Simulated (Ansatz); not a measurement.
# Relaxing an invented Ge structure

All numbers below come from DFT PBE, scalar-relativistic, plane waves, PAW in Ansatz 0.2.0. Cutoff 420 eV, Gaussian smearing, Γ-centred meshes. Cell and atoms relax first on a coarse mesh and then on a converged one. In between, the cell is made exact in the group found at 0.06 Å. The steps can't lower the symmetry of their start. No spin polarisation.

A trial structure of Ge was built thus: 4-connected net of one element (P6_522, No. 179). Its size is a rough estimate.

```
Ge
1.0
     7.63564    0.00000    0.00000
    -3.81782    6.61266    0.00000
     0.00000    0.00000    5.18864
Ge
12
Direct
  0.28984 0.00000 0.00000
  0.00000 0.28984 0.66667
  0.71016 0.71016 0.33333
  0.71016 0.00000 0.50000
  0.00000 0.71016 0.16667
  0.28984 0.28984 0.83333
  0.40823 0.81646 0.75000
  0.18354 0.59177 0.41667
  0.40823 0.59177 0.08333
  0.59177 0.18354 0.25000
  0.81646 0.40823 0.91667
  0.59177 0.40823 0.58333
```

Energies count from the standard state of Ge at the same level.

Problem. What does it relax into?

Solution. The symmetry stays P6_522 (No. 179). The volume per atom grows by 13.9 %, from 21.8 to 24.9 Å³. The shortest distance goes from 2.38 Å (Ge–Ge) to 2.47 Å (Ge–Ge). The energy falls by about 0.08 eV/atom (the start's value is from the coarse mesh). Conventional cell: a = 7.900 Å, c = 5.518 Å. Ge on its first site has 4 Ge at 2.47–2.50 Å; around Ge on its second site lie 4 Ge at 2.50–2.55 Å.

```
CELL_PARAMETERS angstrom
7.90050 0.00000 0.00000
-3.95025 6.84203 0.00000
0.00000 0.00000 5.51827
ATOMIC_POSITIONS crystal
Ge 0.29021 0.00000 0.00000
Ge 0.00000 0.29021 0.66667
Ge 0.70979 0.70979 0.33333
Ge 0.70979 0.00000 0.50000
Ge 0.00000 0.70979 0.16667
Ge 0.29021 0.29021 0.83333
Ge 0.40810 0.81619 0.75000
Ge 0.18381 0.59190 0.41667
Ge 0.40810 0.59190 0.08333
Ge 0.59190 0.18381 0.25000
Ge 0.81619 0.40810 0.91667
Ge 0.59190 0.40810 0.58333
```

Problem. How does it come out in energy, and is it a metal?

Solution. The energy over the standard state is +0.106 eV/atom and the gap on the 6×6×6 mesh of the 12-atom cell is 0.39 eV.

So it is a metastable form at best.

The last run used Gaussian smearing of 0.02 eV. Kohn–Sham gaps at this level usually fall short of measured ones. Small gaps are read on the mesh alone, and bands can cross between its points. Symmetry constrained the relaxation, so the result can be a saddle point.
